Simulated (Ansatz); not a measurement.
**Rh (P6_3/mmc), an elastic constant from a strain scan**

These are results of Ansatz 0.2.0, DFT PBEsol, scalar-relativistic, plane waves, PAW, not measurements. Cutoff 420 eV, Γ-centred 24×24×14 k-points, Gaussian smearing of 0.15 eV. No spin polarisation. Energies are free energies at this smearing, counted from the undisturbed cell; pressure is positive in compression.

The starting cell (relaxed at this level; with this scan's settings it stands at 0.1 GPa; this form isn't the usual structure):

```xyz
2
Lattice="2.6887 0.0000 0.0000 -1.3444 2.3285 0.0000 0.0000 0.0000 4.3290" Properties=species:S:1:pos:R:3 pbc="T T T"
Rh    1.3444    0.7762    3.2468
Rh    0.0000    1.5523    1.0823
```

The cell is strained by ε times the Voigt pattern (0, 0, 0, 0, 1, 0) (xx, yy, zz, yz, xz, xy; engineering shear) with fractional coordinates fixed. The cell holds 2 atoms in V0 = 27.10 Å³. The stress column is τ = (1/V0) dE/dε, got from the stress tensor σ (compression positive) at each point as −det(1 + εP) σ : P(1 + εP)⁻¹, with P the pattern as a tensor.

```csv
ε,ΔE (meV/atom),τ (GPa)
-0.1312,62.948,-11.603
-0.1125,46.035,-9.800
-0.0937,31.827,-8.083
-0.0750,20.349,-6.437
-0.0562,11.409,-4.810
-0.0375,5.074,-3.202
-0.0187,1.261,-1.594
0.0000,0.000,0.000
0.0187,1.261,1.594
0.0375,5.074,3.202
0.0562,11.409,4.810
0.0750,20.349,6.437
0.0937,31.827,8.083
0.1125,46.035,9.800
0.1312,62.948,11.603
0.1500,?,?
```

**Question.** Which combination of elastic constants does this scan measure, and how large is it?

**Answer.** For small ε, τ = τ0 + Kε with K = pᵀCp, which for this pattern is C55 in the Cartesian frame shown. The parabola through τ at ε = -0.0187, 0 and 0.0187 has slope K = 85 GPa at zero. The energies per cell, E = NΔE, of the same two points give K = 2[E(ε₊)/ε₊ − E(ε₋)/ε₋]/[(ε₊ − ε₋)V0] = 85 GPa, in agreement. These are clamped-ion values.

**Question.** Predict the withheld row at ε = 0.1500 from the harmonic law, and compare.

**Answer.** ΔE = V0(τ0 ε + Kε²/2)/N = 81.116 meV/atom and τ = 12.79 GPa. The calculation gives 82.908 meV/atom and 13.52 GPa, a miss of 2.2 % of the harmonic energy, so the harmonic law still holds here.

Forces appear on the atoms along this scan, and letting them relax would lower the energy and soften the response. In a metal these slopes depend on the k mesh and the smearing.